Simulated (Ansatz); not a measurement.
# CuO: the cost of one run

Method: DFT r2SCAN, scalar-relativistic, plane waves, PAW, in Ansatz 0.2.0.

## Step 1: The structure to begin with

It takes space group Cccm (No. 66, orthorhombic). Conventional cell: a = 4.164 Å, b = 4.176 Å, c = 5.151 Å, α = 90.00°, β = 90.00°, γ = 90.00°. Cu (site symmetry 2/m) has 4 O at 1.96 Å as nearest neighbours. Around O (site symmetry 222) lie 4 Cu at 1.96 Å.

As a file:

```
CELL_PARAMETERS angstrom
2.08215 -2.08794 0.00000
2.08215 2.08794 0.00000
0.00000 0.00000 5.15126
ATOMIC_POSITIONS crystal
Cu 0.00000 0.50000 0.00000
Cu 0.50000 0.00000 0.50000
O 0.50000 0.50000 0.25000
O 0.50000 0.50000 0.75000
```

It goes back to an entry of the Materials Project, which need not be the stable form.

This cell was relaxed beforehand with the same method: volume 11.20 Å³/atom, gap on the mesh none (metal).

## Step 2: The same geometry with r2SCAN

File input.yaml:

```yaml
crystal:
  lattice:
    - [2.082149689, -2.087942439, 0.0]
    - [2.082149689, 2.087942439, 0.0]
    - [0.0, 0.0, 5.1512621043]
  atoms:
    - { symbol: Cu, position: [0.0, 0.5, 0.0], spin: 1.0 }
    - { symbol: Cu, position: [0.5, 0.0, 0.5], spin: 1.0 }
    - { symbol: O, position: [0.5, 0.5, 0.25] }
    - { symbol: O, position: [0.5, 0.5, 0.75] }
basis:
  ecutwfc: 500
kpoints:
  mp_grid: { grid: [14, 14, 8] }
  band_path:
    path:
      - [[0.0, 0.0, 0.0], [-0.5, 0.5, 0.0], [-0.49861473, 0.50138527, 0.0]]
      - [[0.49861473, 0.49861473, 0.0], [0.0, 0.0, 0.0], [0.0, 0.0, 0.5], [0.49861473, 0.49861473, 0.5]]
      - [[-0.49861473, 0.50138527, 0.5], [-0.5, 0.5, 0.5], [-0.5, 0.5, 0.0]]
      - [[0.0, 0.0, 0.0], [0.0, 0.5, 0.0], [0.0, 0.5, 0.5], [0.0, 0.0, 0.5], [-0.5, 0.5, 0.5]]
    npoints: 14
hamiltonian:
  xc: r2scan
scf:
  occupations: { method: gaussian, width: 0.1 }
  n_extra_bands: 10
output:
  forces: true
  stress: true
  eigenvalues: true
  populations: true
  dos: { projected: true, de: 0.02, nscf_kmesh: { grid: [21, 21, 12] } }
  bader: true
  write_density: true
  write_potential: true
  elf: true
  volumetric_format: npy
magnetization:
  spin_polarized: true
```

Command:

```
$ ansatz run input.yaml --threads 1 --pin off --max-ram 2560MiB --backend cpu --events-out ev --progress --plain --runs-dir out
```

What time and memory should one allow on 1 thread of Arm Neoverse V1, shared host?

About 10 min, with a peak of 1.6 GiB.
